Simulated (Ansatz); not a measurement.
**NaCl: a bulk modulus from differences**

The cell was reached from a generator's guess, though it ends in a space group that the Crystallography Open Database lists for this formula.

Theory: DFT PBE, scalar-relativistic, plane waves, PAW in Ansatz. Cutoff 420 eV, Γ-centred 8×8×8 mesh (2-atom cell), Gaussian smearing of 0.02 eV, no spin polarisation.

```xyz
2
Lattice="0.0000 2.8482 2.8482 2.8482 0.0000 2.8482 2.8482 2.8482 0.0000" Properties=species:S:1:pos:R:3 pbc="T T T"
Na    2.8482    2.8482    2.8482
Cl    0.0000    0.0000    0.0000
```

The cell was set to several volumes, with shape and atoms relaxed at each where symmetry leaves them free. Pressure is positive in compression, and energies count from the lowest row.

| row | V (Å³/atom) | P (GPa) | ΔE (meV/atom) | gap on mesh (eV) |
| --- | --- | --- | --- | --- |
| 1 | 20.332 | 4.05 | 31.0 | 5.51 |
| 2 | 21.025 | ? | ? | ? |
| 3 | 21.718 | 1.68 | 6.8 | 5.23 |
| 4 | 22.411 | 0.77 | 1.6 | 5.11 |
| 5 | 23.105 | -0.01 | 0.0 | 4.99 |
| 6 | 23.798 | -0.66 | 1.5 | 4.89 |
| 7 | 24.491 | -1.21 | 5.5 | 4.79 |
| 8 | 25.415 | -1.81 | 14.3 | 4.66 |

**Question.** Find B = −V·ΔP/ΔV from rows 4 and 6 and from rows 1 and 3, and from the two its slope B′ and its value B0 at zero pressure.

**Answer.** Rows 4 and 6 give −(22.411 + 23.798)/2 × (-0.66 − (0.77))/(23.798 − 22.411) = 23.8 GPa at a mean pressure of 0.05 GPa. Rows 1 and 3 give −(20.332 + 21.718)/2 × (1.68 − (4.05))/(21.718 − 20.332) = 36.0 GPa at a mean pressure of 2.86 GPa. So B′ = (36.0 − 23.8)/(2.86 − (0.05)) = 4.34 and B0 = 23.8 − 4.34 × (0.05) = 23.6 GPa. A third-order Birch–Murnaghan fit to all the energies gives B0 = 23.6 GPa and B′ = 4.6.

**Question.** Estimate the pressure and energy of row 2.

**Answer.** From row 5, V0 = 23.105 × (1 + (-0.01)/23.6) = 23.095 Å³/atom. Murnaghan's form P = (B0/B′)·[(V0/V)^B′ − 1] gives (23.6/4.34) × [(23.095/21.025)^4.34 − 1] = 2.74 GPa; the computed pressure is 2.76 GPa, so the estimate is off by -0.02 GPa. The work of compression from row 3, with the mean of the two pressures, gives ΔE = 6.8 + (2.74 + 1.68)/2 × (21.718 − 21.025)/160.2 × 1000 = 16.4 meV/atom (1 eV/Å³ = 160.2 GPa); the computed value is 16.4 meV/atom.

**Question.** Fit the gap against pressure through the other rows and estimate it at the computed pressure of row 2.

**Answer.** Over the 7 rows the mean pressure is 0.4014 GPa and the mean gap is 5.026 eV. The sums of products of deviations are S_xx = 23.87 and S_xy = 3.407, so the slope is 3.407/23.87 = 0.1427 (r = 0.99, rms misfit 0.03 eV). At 2.76 GPa the line gives 5.026 + (0.1427) × (2.76 − 0.4014) = 5.36 eV. The computed value is 5.37 eV, so the line is off by -0.01 eV, no more than the largest miss among the fitted rows (0.05 eV).

Kohn–Sham gaps at this level usually fall short of measured ones. All volumes keep the k mesh of the relaxed cell. This cell was reached by moving the atoms of another relaxed cell at random and relaxing again, last within the group found; it had no such test of its own.
